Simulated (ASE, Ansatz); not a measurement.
# C(110) slab, H on the bottom face (210 atoms): support functions against a reference, part 2 of 2

Aim: test how closely localised support functions follow the reference on C(110) slab, H on the bottom face (210 atoms), and at what cost. A setting counts as converged where the r.m.s. difference of forces stays under 1 % of the r.m.s. force.

Ansatz 0.2.0; Kohn-Sham DFT, LDA, PAW (set soft_2), plane waves.

The cell: 180 C and 30 H. Beside vacuum, support functions can miss their usual error bounds without a warning. The main run has no spin polarisation. Only the Γ point is sampled, in a cell whose shortest periodic width is 11 Å.

So far. Step 2 (Plane-wave single point): Electrostatic potential energy in the cb plane at fractional x = 0.000, with atoms of C and H within 0.2 Å of it. With pseudopotentials it is smooth inside the atoms' cores, unlike the true potential.

## 3. Structure statistics (continued)

A closer look about C72, which has 3 bonded neighbours where the commonest count for C is 4: 18 atoms, nearest first, numbered in the order of the input, with positions taken from that point.

```tsv
atom	x	y	z	distance (Å)	bonds	Löwdin charge (e)	Fx	Fy	Fz (eV/Å)
C72	0.00	0.00	0.00	0.00	3	0.00	0.83	3.84	-1.70
C119	-1.26	0.84	0.01	1.51	3	0.02	0.59	-3.81	-1.80
C69	0.05	-0.93	-1.26	1.57	4	0.04	0.06	-0.43	1.14
C11	1.31	0.88	0.01	1.58	3	0.00	-0.80	-4.79	-1.60
C118	-1.22	1.76	-1.24	2.48	4	0.04	-0.60	0.59	0.77
C178	-1.19	-1.78	-1.28	2.50	4	0.04	-0.93	-0.08	2.10
C180	-2.52	-0.01	0.01	2.52	3	0.01	0.98	3.47	-2.15
C10	1.34	1.75	-1.24	2.53	4	0.04	-1.89	1.01	0.89
C68	0.02	-0.04	-2.55	2.55	4	0.01	0.75	0.80	0.81
C108	2.56	-0.01	-0.01	2.56	3	0.01	-0.02	4.31	-1.43
C70	1.34	-1.81	-1.24	2.57	4	0.04	-1.36	1.03	0.75
C115	-1.26	0.83	-2.50	2.92	4	0.01	1.54	0.56	-0.75
C177	-2.46	-0.95	-1.28	2.93	4	0.04	-1.17	-0.08	1.62
C9	0.02	2.67	-1.25	2.95	4	0.04	0.93	-2.80	0.54
C7	1.33	0.87	-2.52	2.98	4	0.01	-1.68	-0.61	-0.01
C179	-1.23	-2.73	-0.03	3.00	3	0.02	0.35	-3.61	-1.47
C71	1.27	-2.72	-0.02	3.00	3	0.02	0.49	-4.46	-1.22
C105	2.57	-0.91	-1.29	3.02	4	0.04	0.60	-1.87	2.46
```

The column of bonds counts only the pairs C-C within 1.85 Å, C-H within 1.34 Å; other neighbours, such as metal atoms beside each other in a compound, aren't counted, and periodic images can show an atom twice.

## 4. Support functions medium

With localised support functions most steps grow linearly with size, though the diagonalisation grows faster unless the density matrix is cut; this run measures error and cost at this size.

This step: Kohn-Sham DFT, LDA, PAW (set soft_2), localised support functions (medium) (Ansatz 0.2.0).

input.yaml reads:

```yaml
crystal:
  lattice:
    - [12.61125, 0.0, 0.0]
    - [0.0, 10.701, 0.0]
    - [0.0, 0.0, 19.19561]
  atoms:
    [... the 210 atom lines of step 2 ...]
kpoints:
  mp_grid: { grid: [1, 1, 1] }
hamiltonian:
  xc: lda
scf:
  occupations: { method: fermi_dirac, width: 0.05 }
  eigensolver: { kind: { support_functions: { accuracy: medium } } }
  mixing: { beta: 0.4 }
  max_iter: 150
output:
  forces: true
  eigenvalues: true
```

Started as:

```sh
> ansatz run input.yaml --threads 8 --pin off --max-ram 15872MiB --backend cpu --events-out ev --progress --plain --runs-dir out
```

Output:

```text
Warning: scf.eigensolver.kind.support_functions: disabling space-group detection — the functions' gradient is summed over unrotated k-points, so no spatial operation reduces the k-mesh or symmetrises the density; time reversal is kept, so that k and −k are solved as one point where they differ and the mesh holds both, and exact exchange and, on two spinor components, a DFT+U term hold to it where the run has them: [...]
settings of this run that can trade accuracy for cost: scf.eigensolver.kind.support_functions [...]
[...]
Crystal: 210 atoms, lattice volume = 2590.505 Å³
Basis set: ecut = 420 eV, 50557 PW (Γ)
Bands: 450, of which v1, the nominal top of the filled ones, is band 375 counted from 1 (374 counted from 0)
Symmetry: 1 space group operations
k-points: 1
[...]
SCF iter   1: F=—  HF=-44175.572045 eV  |F-HF|=—  |Δ(HF+E_count)|=         —  Δρ=8.07e-2  dr2=1.44e2  ethr=1.00e-1
[...]
SCF iter  16: F=—  HF=-44143.362981 eV  |F-HF|=—  |Δ(HF+E_count)|=   6.01e-4  Δρ=9.95e-6  dr2=6.10e-6  ethr=2.41e-9  κ⁻¹=1.4e-4(r=7)
SCF iter  17: F=-44143.362983 eV  HF=-44143.362982 eV  |F-HF|=8.08e-7  |Δ(HF+E_count)|=   1.50e-6  Δρ=6.07e-6  dr2=2.75e-6  ethr=8.13e-10
SCF 1 converged in 17 iterations: F = -44143.373160 eV  dr2 = 2.75e-6
[...]
SCF converged after 17 iterations
Stability not checked: this state was not tested for a lower state beside it, because the mixer in use, unlike msr1, does not test its closes by its own steps (another_mixer; see scf.mixing.algorithm and scf.lower_state_search)
Free energy (F): -44143.373160 eV
[...]
Internal energy: -44143.368116 eV  (E = F + TS)
E sigma→0 (E₀):  -44143.370638 eV
Entropy (-TS):   -0.005043 eV (-0.024 meV/atom)
Fermi energy:    2.776023 eV
[...]
Σ components = -44143.373160   (vs F -44143.373160, Δ=0.00e0)
--- Forces (eV/Å), atoms counted from 1 ---
  atom   1  C     -0.59980684    -1.02299708     2.15222742
  atom   2  C      0.54956990     1.16162826     1.44280871
  atom   3  C     -1.01504973     0.81525227     0.29720704
  atom   4  C      1.19766664    -1.56401123    -0.58509094
[...]
atom 210  H      0.12769682    -0.41679022    -0.75093418
  max |Σ_I F_I| component: 1.15e-2 eV/Å
--- Band table (eV) ---
[...]
```

Run time: 1.7 min. Hardware: 8 threads of Arm Neoverse V1, shared host; peak memory 4.7 GiB.

The program notes that the band table was not solved further than the SCF left it and it switched symmetry off.

Keys that differ from the reference: support_functions.accuracy = "medium", scf.max_iter = 150 and scf.mixing.beta = 0.4.

Forces differ from the reference by 3.3 meV/Å r.m.s., 0.22 % of their size, well within a tolerance of 1 %; the energy by -4.8 meV/atom. It took 1.7 min and 17 cycles; the reference's time can't be set against it, since the two runs asked for unlike analyses.

## 5. Cost against change

Each row is set against the plane-wave reference (Kohn-Sham DFT, LDA, PAW (set soft_2), plane waves; r.m.s. force component 1.48 eV/Å). Energies are set beside the reference only for runs with its functional, potentials and electron count. Times are for 8 threads of Arm Neoverse V1, shared host. The reference's time includes the DOS and grids, which some other runs skip.

```tsv
run	Δ force, r.m.s. (meV/Å)	share of r.m.s. force (%)	Δ energy (meV/atom)	Δ gap (eV)	cycles	time	host memory (GiB)
reference	-	-	-	-	11	53 s	3.6
support functions medium	3.25	0.22	-4.84	0.001	17	1.7 min	4.7
```

## 6. Summary of results

```
free energy per atom                             : -210.2017 eV/atom
r.m.s. force component                           : 1.479 eV/Å
gap (highest filled to lowest empty level) : 0.6703 eV
wall time of the 2 DFT runs                      : 2.5 min
```

In words: Against plane waves at 420 eV, the forces differ by 3.3 meV/Å (0.22 %) with support functions medium. At 210 atoms the run with support functions medium takes roughly 1.9 times the time of plane waves (whose run also made extra analyses, so the like-for-like ratio is larger), in 17 SCF cycles against 11. Differences between support functions and plane waves include what basis error the plane-wave run still has.

Between filled and empty levels lie 0.670 eV at Γ alone; the mesh holds the band edges only if they fold onto it, so the gap at this level can be narrower or closed, and states at the surface or the caps may set it. Counting bonds as in the table, 83 % of C atoms have 4 and all H atoms have 1 bonded neighbour.

**Limits.** The geometry was built by rule, was displaced at random and isn't relaxed at this level: its force components are 1.5 eV/Å r.m.s. The slab bears a dipole and has periodic images along its normal, so a spurious field crosses the vacuum.

[Logs are printed without paths, hosts, clocks, repeated set-up lines and the standing remarks that a program may print on its own settings, such as how far it seeks lower states.]

[Hosts, paths, dates, database ids (printed as entryN), source tags and the programs' standing remarks are cut or masked in the printed files.]
